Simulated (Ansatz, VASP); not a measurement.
## Two plane-wave programs on Nb3C

```xyz
4
Lattice="3.8837 0.0000 0.0000 0.0000 3.8837 0.0000 0.0000 0.0000 3.8837" Properties=species:S:1:pos:R:3 pbc="T T T"
Nb    0.0000    1.9419    1.9419
Nb    1.9419    0.0000    1.9419
Nb    1.9419    1.9419    0.0000
C     0.0000    0.0000    0.0000
```

Alike in both runs: functional PBE; k mesh 4 × 4 × 4; occupations gaussian, width 0.1 eV; no spin polarisation.

Ansatz relaxed the structure, and its values are those at the end. VASP's run is a single point on that final structure, the one shown.

```csv
,VASP,Ansatz
version,VASP 6.6.1,Ansatz 0.2.0
potentials or method,"VASP PAW PBE potentials, release 64 (Nb_sv, C)","scalar-relativistic, plane waves, PAW"
plane-wave cutoff (eV),520,420
valence electrons in the cell,43,43
```

VASP gave:

```
gap on the k mesh at the Fermi level (eV) : none
pressure (GPa)                            : -0.1
```

Question: What did Ansatz give for the same quantities?

Answer: gap on the k mesh at the Fermi level (eV): none; pressure (GPa): 0.2.

A gap of «none» marks a metal or a gap that the smearing closes. The functional is the same, so the differences come from potentials, cutoffs and numerics.

Caveats: the k mesh is coarse (spacing up to 0.40 Å⁻¹), so the values aren't converged.
